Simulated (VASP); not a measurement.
**Shielding tensors and field gradients of SiC (Moissanite 6H)**

Aim: NMR shielding tensors and field gradients of SiC (Moissanite 6H). The cell has space group P6_3mc. The start is a cell from a database of measured crystal structures.

Calculated with VASP 6.6.1; LDA; plane waves and PAW (Si, C), in the first sound run; inputs show where later runs differ.

Most raw output is cut from this account.

The database entry behind the starting cell differs from later determinations by our own check (an axis about 0.5 % long against later determinations), so it need not match the best structure at ambient conditions.

## Step 1: Starting point

The structure is hexagonal, space group P6_3mc (No. 186). The conventional cell has a = 3.095 Å, b = 3.095 Å, c = 15.170 Å, α = 90.00°, β = 90.00°, γ = 120.00°. Si has 4 C at 1.90 Å nearest. Nearest to Si lie 4 C at 1.90 Å. Nearest to C lie 4 Si at 1.90 Å. Nearest to C lie 4 Si at 1.90 Å. Farther neighbours are not listed.

Coordinates:

```
Si C
1.0
     3.09500    0.00000    0.00000
    -1.54750    2.68035    0.00000
     0.00000    0.00000   15.17000
Si C
6 6
Direct
  0.66667 0.33333 0.45830
  0.33333 0.66667 0.95830
  0.66667 0.33333 0.79170
  0.33333 0.66667 0.29170
  0.00000 0.00000 0.62500
  0.00000 0.00000 0.12500
  0.66667 0.33333 0.33330
  0.33333 0.66667 0.83330
  0.66667 0.33333 0.66670
  0.33333 0.66667 0.16670
  0.00000 0.00000 0.50000
  0.00000 0.00000 0.00000
```

## Step 2: Ground state

A ground-state run shows first whether the cell has a gap, which the next steps need; its size sets how fine their mesh has to be.

INCAR

```
SYSTEM = SiC
PREC = Accurate
ENCUT = 520
EDIFF = 1E-07
NELM = 100
ISMEAR = 0
SIGMA = 0.01
LREAL = .FALSE.
ALGO = Normal
GGA = CA
NBANDS = 36
LORBIT = 11
LWAVE = .FALSE.
LCHARG = .FALSE.
KPAR = 4
```

POSCAR

```
SiC
1.0
    3.0950000000      0.0000000000      0.0000000000
   -1.5475000000      2.6803486247      0.0000000000
    0.0000000000      0.0000000000     15.1700000000
Si C
6 6
Direct
    0.6666666667      0.3333333333      0.4583000000
    0.3333333333      0.6666666667      0.9583000000
    0.6666666667      0.3333333333      0.7917000000
    0.3333333333      0.6666666667      0.2917000000
    0.0000000000      0.0000000000      0.6250000000
    0.0000000000      0.0000000000      0.1250000000
    0.6666666667      0.3333333333      0.3333000000
    0.3333333333      0.6666666667      0.8333000000
    0.6666666667      0.3333333333      0.6667000000
    0.3333333333      0.6666666667      0.1667000000
    0.0000000000      0.0000000000      0.5000000000
    0.0000000000      0.0000000000      0.0000000000
```

KPOINTS

```
Automatic mesh
0
Gamma
8 8 2
0 0 0
```

Potentials, in the order of the species: Si and C (PBE family, release 64).

Command:

```
> mpirun -np 4 vasp_std
```

The job ended after 38 s (4 MPI ranks of AMD EPYC 7R43, shared host; peak memory 0.77 GiB).

The gap is read on the k-mesh alone, so it is an upper bound where the band edges lie off the mesh. The PAW data sets were made with PBE, though LDA sets exist; this is a small mismatch.

Numbers from this step:

```
free energy (TOTEN)            : -99.4765 eV
Fermi energy                   : 7.898 eV
pressure                       : -5.684 GPa
gap on the k-mesh              : 1.969 eV
least direct gap on the k-mesh : 3.073 eV
```

The cell has a gap of 1.97 eV on this mesh and a pressure of -5.7 GPa, which holds the misfit of the given cell and coordinates with this functional, and any error of cutoff, mesh and data sets. Forces of up to 0.14 eV/Å remain in these settings, with PBE data sets under LDA.

## Step 3: Shielding tensors

This step: chemical shifts by linear response (GIPAW), LDA; plane waves and PAW (Si, C) (VASP 6.6.1).

LCHIMAG computes the induced currents by linear response. It needs tightly converged orbitals and a cutoff well above the default; LEFG adds the field gradients at no cost.

INCAR

```
SYSTEM = SiC
PREC = Accurate
ENCUT = 520
EDIFF = 1E-08
NELM = 100
ISMEAR = 0
SIGMA = 0.01
LREAL = Auto
ALGO = Normal
GGA = CA
NBANDS = 36
LWAVE = .FALSE.
LCHARG = .FALSE.
KPAR = 4
LCHIMAG = .TRUE.
LEFG = .TRUE.
DQ = 0.001
ICHIBARE = 1
LNMR_SYM_RED = .TRUE.
```

POSCAR is that of step 2.

KPOINTS

```
Automatic mesh
0
Gamma
9 9 2
0 0 0
```

PAW data sets: Si and C (LDA family, release 64).

Command:

```
> mpirun -np 4 vasp_std
```

Elapsed: 55 min, on 4 MPI ranks; peak memory 3.7 GiB; 3.3 h of CPU time.

The atoms bear forces, and field gradients depend strongly on their positions.

This step gave:

```
free energy (TOTEN)            : -99.7874 eV
Fermi energy                   : 8.075 eV
pressure                       : -6.937 GPa
gap on the k-mesh              : 2.048 eV
least direct gap on the k-mesh : 3.111 eV
```

Valence and core; the G = 0 term is that of a spherical sample. NMR shielding, by row:

| atom | isotropic shielding (ppm) | span (ppm) | skew | isotropic shielding without the G = 0 term (ppm) |
| --- | --- | --- | --- | --- |
| Si1 | 348.3 | 10.42 | 0.9992 | 337.7 |
| Si2 | 348.3 | 10.42 | 0.9992 | 337.7 |
| Si3 | 336.7 | 8.669 | 0.9993 | 326 |
| Si4 | 336.7 | 8.669 | 0.9993 | 326 |
| Si5 | 343.1 | 9.466 | -0.9992 | 332.5 |
| Si6 | 343.1 | 9.466 | -0.9992 | 332.5 |
| C7 | 146.1 | 0.04 | -0.8754 | 135.4 |
| C8 | 146.1 | 0.04 | -0.8754 | 135.4 |
| C9 | 152 | 7.093 | -0.9992 | 141.4 |
| C10 | 152 | 7.093 | -0.9992 | 141.4 |
| C11 | 141.7 | 17.73 | 0.9996 | 131 |
| C12 | 141.7 | 17.73 | 0.9996 | 131 |

Ordered as |Vzz| ≥ |Vxx| ≥ |Vyy|, the program's way. Electric field gradients, by row:

| atom | Vxx (V/Å²) | Vyy (V/Å²) | Vzz (V/Å²) | asymmetry |
| --- | --- | --- | --- | --- |
| Si1 | -0.785 | -0.785 | 1.57 | 0 |
| Si2 | -0.785 | -0.785 | 1.57 | 0 |
| Si3 | -0.652 | -0.652 | 1.304 | 0 |
| Si4 | -0.652 | -0.652 | 1.304 | 0 |
| Si5 | 0.841 | 0.84 | -1.681 | 0 |
| Si6 | 0.841 | 0.84 | -1.681 | 0 |
| C7 | -0.08 | -0.079 | 0.159 | 0.004 |
| C8 | -0.08 | -0.079 | 0.159 | 0.004 |
| C9 | -0.17 | -0.169 | 0.339 | 0.002 |
| C10 | -0.17 | -0.169 | 0.339 | 0.002 |
| C11 | -0.828 | -0.828 | 1.656 | 0 |
| C12 | -0.828 | -0.828 | 1.656 | 0 |

## Step 4: Cell strained

A strained cell shows how shieldings follow the geometry.

INCAR is that of step 3.

POSCAR, as its differences from that of step 3:

```diff
@@ -2,5 +2,5 @@
 1.0
-    3.0950000000      0.0000000000      0.0000000000
-   -1.5475000000      2.6803486247      0.0000000000
-    0.0000000000      0.0000000000     15.1700000000
+    3.1173480000      0.0068240000      0.0167550000
+   -1.5527640000      2.6230130000      0.0067080000
+    0.0821240000      0.0853790000     15.3714770000
 Si C
```

KPOINTS is that of step 3.

Command:

```
> mpirun -np 4 vasp_std
```

Wall time 57 min (4 MPI ranks).

The run was cut off at its time limit.

More ranks or a longer limit would be the way on.

## Step 5: Outcome

| Property | Result |
| --- | --- |
| Si, isotropic shielding | 336.7, 343.1, 348.3 ppm |
| C, isotropic shielding | 141.7, 146.1, 152 ppm |

**Reading.** At LDA the isotropic shieldings are Si 336.7, 343.1, 348.3 ppm; C 141.7, 146.1, 152 ppm. The widest tensor is that of C11, with a span (largest less smallest principal value) of 17.7 ppm. The largest field gradient is Vzz = -1.68 V/Å² at Si5. Shifts were not obtained, since a shift is the shielding of a reference compound, computed alike, less these values; differences between sites of one element need no reference, and the more shielded site has the lower shift. The G = 0 term is the part set by the sample's shape, taken here for a sphere. No finer mesh was run, so convergence in it isn't shown. The run «cell strained» ended without a result (time limit). The cell has space group P6_3mc. The given cell is kept, although it stands at -6.9 GPa at LDA and ENCUT = 520 eV, which holds the mismatch of the given cell with this functional, any error of the entry itself and any basis-set error. The atoms weren't relaxed and carry forces of up to 0.14 eV/Å at LDA in the first shielding run, so the numbers belong to the given coordinates, and a relaxation would change them.

[Lines on the potential files, build, host, timing and source positions are cut from VASP's logs without a mark.]

[Logs are printed without paths, hosts, clocks, repeated set-up lines and the standing remarks that a program may print on its own settings, such as how far it seeks lower states.]

[Hosts, paths, dates, database ids (printed as entryN), source tags and the programs' standing remarks are cut or masked in the printed files.]
